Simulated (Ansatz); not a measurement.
BaSnO$_{3}$ (cubic perovskite)

```
BaSnO3
1.0
    4.13052     0.00000     0.00000
    0.00000     4.13052     0.00000
    0.00000     0.00000     4.13052
Ba Sn O
1 1 3
Cartesian
  0.00000   0.00000   0.00000
  2.06526   2.06526   2.06526
  0.00000   2.06526   2.06526
  2.06526   2.06526   0.00000
  2.06526   0.00000   2.06526
```

The slice is a {210} plane (indices of the conventional cell) through the point (0.000, 0.500, 0.500) (fractional), spanned by u = [100] and v = [021] in vectors of this cell: u (4.13 Å) and v (9.24 Å, at 90° to u). It covers one period; positions are fractions (u, v).

These are r2SCAN (plane waves to 500 eV, PAW, scalar-relativistic; Ansatz, a quantum-chemistry and plane-wave program) values and carry that method's errors. k mesh 8×8×8. Near the nuclei the fields are pseudised (PAW); where an atom keeps semicore shells as valence, they peak there. BaSnO3 was relaxed with its symmetry unable to fall. The PAW data are Ansatz's earlier set.

Three fields on this plane, each scaled to ten steps between its own extremes (0 low, 9 high; the total valence density on a logarithmic scale, the potential cut 8 eV below its top; x marks points blanked near nuclei; v = 0 in the bottom row):

Map A
```
|xxx00xxxxx00xx|
|xxx30xxxxx03xx|
|x885000x000588|
|98875200025788|
|66777665667776|
|23468887888643|
|00147898987410|
|00026899986200|
|00005899985000|
|00004799974000|
|00015789875100|
|00036899986300|
|1246888x888642|
|55789xxxxx9875|
|77898xxxxx8987|
|8899xxxxxxx998|
|77898xxxxx8987|
|55789xxxxx9875|
|1246888x888642|
|00036899986300|
|00015789875100|
|00004799974000|
|00005899985000|
|00026899986200|
|00147898987410|
|23468887888643|
|66777665667776|
|98875200025788|
|x885000x000588|
|xxx30xxxxx03xx|
|xxx00xxxxx00xx|
|xxxxxxxxxxxxxx|
```

Map B
```
|xxx38xxxxx83xx|
|xxx27xxxxx72xx|
|x002589x985200|
|00012444442100|
|00001111111000|
|00000000000000|
|00000000000000|
|00000000000000|
|00000000000000|
|00000000000000|
|00000000000000|
|00000000000000|
|0000000x000000|
|00000xxxxx0000|
|00000xxxxx0000|
|0000xxxxxxx000|
|00000xxxxx0000|
|00000xxxxx0000|
|0000000x000000|
|00000000000000|
|00000000000000|
|00000000000000|
|00000000000000|
|00000000000000|
|00000000000000|
|00000000000000|
|00001111111000|
|00012444442100|
|x002589x985200|
|xxx27xxxxx72xx|
|xxx38xxxxx83xx|
|xxxxxxxxxxxxxx|
```

Map C
```
|xxx51xxxxx15xx|
|xxx31xxxxx13xx|
|x852111x111258|
|32100112110012|
|00001345431000|
|22001467641002|
|87400477740047|
|99720267620279|
|99840024200489|
|99850000000589|
|99830000000389|
|87510133310157|
|4310158x851013|
|00015xxxxx5100|
|00038xxxxx8300|
|0004xxxxxxx400|
|00038xxxxx8300|
|00015xxxxx5100|
|4310158x851013|
|87510133310157|
|99830000000389|
|99850000000589|
|99840024200489|
|99720267620279|
|87400477740047|
|22001467641002|
|00001345431000|
|32100112110012|
|x852111x111258|
|xxx31xxxxx13xx|
|xxx51xxxxx15xx|
|xxxxxxxxxxxxxx|
```

Task: Assign the maps to these fields: density of the lowest conduction band (whole band as if filled, smooth part); electron localisation function (ELF); electrostatic potential energy of an electron, from the cell's mean.

Result: A is the electrostatic potential energy of an electron, from the cell's mean; B is the density of the lowest conduction band (whole band as if filled, smooth part); C is the electron localisation function (ELF).
